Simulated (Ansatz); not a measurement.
Set up this calculation in Ansatz 0.2.0, as the native input.

```
Task                : single point
Functional          : PBE
Potentials or basis : all-electron LAPW, scalar-relativistic
Cutoff              : 360 eV (chosen from the basis error)
Basis error allowed : 0.001 eV/atom
k mesh              : 11 × 11 × 11
Occupations         : gaussian, width 0.05 eV
Spin                : collinear spin, ferromagnetic start
Starting moments    : [2.0, 0.0] μB
```

The system is CoO.

```
CELL_PARAMETERS angstrom
0.00000 2.13150 2.13150
2.13150 0.00000 2.13150
2.13150 2.13150 0.00000
ATOMIC_POSITIONS crystal
Co 0.00000 0.00000 0.00000
O 0.50000 0.50000 0.50000
```

One way to write it, as run:

input.yaml

```yaml
crystal:
  lattice:
    - [0.0, 2.1315, 2.1315]
    - [2.1315, 0.0, 2.1315]
    - [2.1315, 2.1315, 0.0]
  atoms:
    - { symbol: Co, position: [0.0, 0.0, 0.0], spin: 2.0 }
    - { symbol: O, position: [0.5, 0.5, 0.5] }
kpoints:
  mp_grid: { grid: [11, 11, 11] }
scf:
  occupations: { method: gaussian, width: 0.05 }
hamiltonian:
  xc: pbe
  pseudopotentials: { kind: all_electron, lapw: { basis_error: 0.001 } }
magnetization:
  spin_polarized: true
output:
  forces: true
  stress: true
  eigenvalues: true
```

Potentials or basis: all-electron LAPW, scalar-relativistic.

The run is started by

```sh
$ ansatz run input.yaml --threads 2 --pin off --max-ram 6144MiB --backend cpu --events-out ev --progress --plain --runs-dir out
```

Results of the run:

| Quantity | Value |
| --- | --- |
| Pressure | -1.8 GPa |
| Band gap on the k mesh | none (metal or under the smearing width) |
| Net moment | 2.96 μB per cell |
| Absolute moment | 2.97 μB per cell |
| Site moments | Co +2.61; O +0.33 μB |

Caveat: a cell with one magnetic atom can't hold antiferromagnetic order, which such compounds often take; semilocal functionals often make such compounds metallic where correlation or magnetic order opens a gap, which also shifts bond lengths.

Wall time 7.6 s on 2 threads of AMD EPYC 9R45 (Zen 5), on a shared host, peak memory 0.46 GiB.
